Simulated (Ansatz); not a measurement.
# AgI: elastic constants

How stiff is the crystal, and how unevenly? Runs: cell and atoms relaxed (PAW); elastic constants (PAW); in-plane strain -0.02, out-of-plane length and atoms relaxed (PAW); in-plane strain -0.01, out-of-plane length and atoms relaxed (PAW); in-plane strain -0.005, out-of-plane length and atoms relaxed (PAW); in-plane strain +0.005, out-of-plane length and atoms relaxed (PAW); in-plane strain +0.01, out-of-plane length and atoms relaxed (PAW); in-plane strain +0.02, out-of-plane length and atoms relaxed (PAW).

Program: Ansatz 0.2.0. Level of theory: DFT LDA, frozen-core PAW, scalar-relativistic unless said. These are calculated values, not measurements.

## Step 1: The system as given

It takes space group P6_3mc (No. 186, hexagonal). Conventional cell: a = 4.590 Å, b = 4.590 Å, c = 7.520 Å, α = 90.00°, β = 90.00°, γ = 120.00°. Ag (site symmetry 3m) has 4 I at 2.78 to 2.82 Å as nearest neighbours. I (site symmetry 3m) has 4 Ag at 2.78 to 2.82 Å as nearest neighbours.

Coordinates:

```cif
data_structure
_symmetry_space_group_name_H-M 'P6_3mc'
_symmetry_Int_Tables_number 186
_cell_length_a 4.5900
_cell_length_b 4.5900
_cell_length_c 7.5200
_cell_angle_alpha 90.000
_cell_angle_beta 90.000
_cell_angle_gamma 120.000
_cell_volume 137.21
loop_
_atom_site_label
_atom_site_type_symbol
_atom_site_symmetry_multiplicity
_atom_site_Wyckoff_symbol
_atom_site_fract_x
_atom_site_fract_y
_atom_site_fract_z
_atom_site_occupancy
Ag1 Ag 2 b 0.66667 0.33333 0.63000 1
I1 I 2 b 0.66667 0.33333 0.00000 1
```

Cartesian axes are those of the input's lattice vectors. The structure goes back to a database entry.

## Step 2: Cell and atoms relaxed, PAW

Input file input.yaml:

```yaml
crystal:
  lattice:
    - [4.59000000001, 0.0, 0.0]
    - [-2.29500000001, 3.97505660338, 0.0]
    - [0.0, 0.0, 7.52]
  atoms:
    - { symbol: Ag, position: [0.666666666667, 0.333333333333, 0.63] }
    - { symbol: Ag, position: [0.333333333333, 0.666666666667, 0.13] }
    - { symbol: I, position: [0.666666666667, 0.333333333333, 0.0] }
    - { symbol: I, position: [0.333333333333, 0.666666666667, 0.5] }
kpoints:
  mp_grid: { grid: [8, 8, 4] }
scf:
  occupations: { method: fermi_dirac, width: 0.05 }
hamiltonian:
  xc: lda
  pseudopotentials: { kind: paw }
relax:
  f_tol: 0.002
  max_steps: 80
  cell: {}
output:
  forces: true
  stress: true
  write_density: true
  write_potential: true
  elf: true
  volumetric_format: npy
```

Command:

```
$ ansatz run input.yaml --threads 1 --pin off --max-ram 3072MiB --backend cpu --events-out ev --progress --plain --runs-dir out
```

## Step 4: Elastic constants, PAW

Input file input.yaml:

```yaml
crystal:
  lattice:
    - [4.48498969141, 0.0, 0.0]
    - [-2.24249484571, 3.88411500847, 0.0]
    - [0.0, 0.0, 7.34057451339]
  atoms:
    - { symbol: Ag, position: [0.666666666667, 0.333333333333, 0.627726514545] }
    - { symbol: Ag, position: [0.333333333333, 0.666666666667, 0.127726514545] }
    - { symbol: I, position: [0.666666666667, 0.333333333333, 0.002273485455] }
    - { symbol: I, position: [0.333333333333, 0.666666666667, 0.502273485455] }
kpoints:
  mp_grid: { grid: [6, 6, 4] }
scf:
  occupations: { method: fixed }
hamiltonian:
  xc: lda
  pseudopotentials: { kind: paw }
elastic:
  mode: relaxed_ion
  stencil: two_point
  amplitude: 0.005
```

## Step 5: In-plane strain -0.02, out-of-plane length and atoms relaxed, PAW

Changes to input.yaml since step 4:

```diff
@@ -2,5 +2,5 @@
   lattice:
-    - [4.48498969141, 0.0, 0.0]
-    - [-2.24249484571, 3.88411500847, 0.0]
-    - [0.0, 0.0, 7.34057451339]
+    - [4.39528989758, 0.0, 0.0]
+    - [-2.19764494879, 3.8064327083, 0.0]
+    - [0.0, 0.0, 7.42866140755]
   atoms:
@@ -17,5 +17,8 @@
   pseudopotentials: { kind: paw }
-elastic:
-  mode: relaxed_ion
-  stencil: two_point
-  amplitude: 0.005
+relax:
+  f_tol: 0.002
+  max_steps: 80
+  cell: { fix: [a, b, gamma] }
+output:
+  forces: true
+  stress: true
```

## Step 6: In-plane strain -0.01, out-of-plane length and atoms relaxed, PAW

Changes to input.yaml since step 5:

```diff
@@ -2,5 +2,5 @@
   lattice:
-    - [4.39528989758, 0.0, 0.0]
-    - [-2.19764494879, 3.8064327083, 0.0]
-    - [0.0, 0.0, 7.42866140755]
+    - [4.44013979449, 0.0, 0.0]
+    - [-2.22006989725, 3.84527385838, 0.0]
+    - [0.0, 0.0, 7.38461796047]
   atoms:
```

## Step 8: In-plane strain -0.005, out-of-plane length and atoms relaxed, PAW

Changes to input.yaml since step 6:

```diff
@@ -2,5 +2,5 @@
   lattice:
-    - [4.44013979449, 0.0, 0.0]
-    - [-2.22006989725, 3.84527385838, 0.0]
-    - [0.0, 0.0, 7.38461796047]
+    - [4.46256474295, 0.0, 0.0]
+    - [-2.23128237148, 3.86469443343, 0.0]
+    - [0.0, 0.0, 7.36259623693]
   atoms:
```

## Step 9: In-plane strain +0.005, out-of-plane length and atoms relaxed, PAW

Changes to input.yaml since step 8:

```diff
@@ -2,5 +2,5 @@
   lattice:
-    - [4.46256474295, 0.0, 0.0]
-    - [-2.23128237148, 3.86469443343, 0.0]
-    - [0.0, 0.0, 7.36259623693]
+    - [4.50741463986, 0.0, 0.0]
+    - [-2.25370731993, 3.90353558351, 0.0]
+    - [0.0, 0.0, 7.31855278985]
   atoms:
```

## Step 10: In-plane strain +0.01, out-of-plane length and atoms relaxed, PAW

Changes to input.yaml since step 9:

```diff
@@ -2,5 +2,5 @@
   lattice:
-    - [4.50741463986, 0.0, 0.0]
-    - [-2.25370731993, 3.90353558351, 0.0]
-    - [0.0, 0.0, 7.31855278985]
+    - [4.52983958832, 0.0, 0.0]
+    - [-2.26491979416, 3.92295615855, 0.0]
+    - [0.0, 0.0, 7.29653106631]
   atoms:
```

## Step 11: In-plane strain +0.02, out-of-plane length and atoms relaxed, PAW

Changes to input.yaml since step 10:

```diff
@@ -2,5 +2,5 @@
   lattice:
-    - [4.52983958832, 0.0, 0.0]
-    - [-2.26491979416, 3.92295615855, 0.0]
-    - [0.0, 0.0, 7.29653106631]
+    - [4.57468948523, 0.0, 0.0]
+    - [-2.28734474262, 3.96179730864, 0.0]
+    - [0.0, 0.0, 7.25248761923]
   atoms:
```

(Steps that only read results are left out.)

Q: Predict the outcome of this session. Wanted: C11; C12; C13; C33; C44; bulk, shear and Young's modulus; Debye temperature from sound speeds; universal anisotropy index.

As calculated:

| quantity | value |
| --- | --- |
| C11 (PAW) | 51 GPa |
| C12 (PAW) | 38 GPa |
| C13 (PAW) | 34 GPa |
| C33 (PAW) | 58 GPa |
| C44 (PAW) | 6 GPa |
| bulk, shear and Young's modulus | 41, 7, 20 GPa |
| Debye temperature from sound speeds | 113 K |
| universal anisotropy index | 0.27 |

What this shows: All eigenvalues are positive, so the crystal is mechanically stable; by PAW K = 41 and G = 7 GPa, K/G = 5.89, on the ductile side of Pugh's rough line at 1.75, which was drawn for metals. Young's modulus runs from 18 to 31 GPa with direction. Cautions: frozen-core PAW files fitted under PBE, their cores solved anew for the functional of the run; constants at zero field, no piezoelectric stiffening.
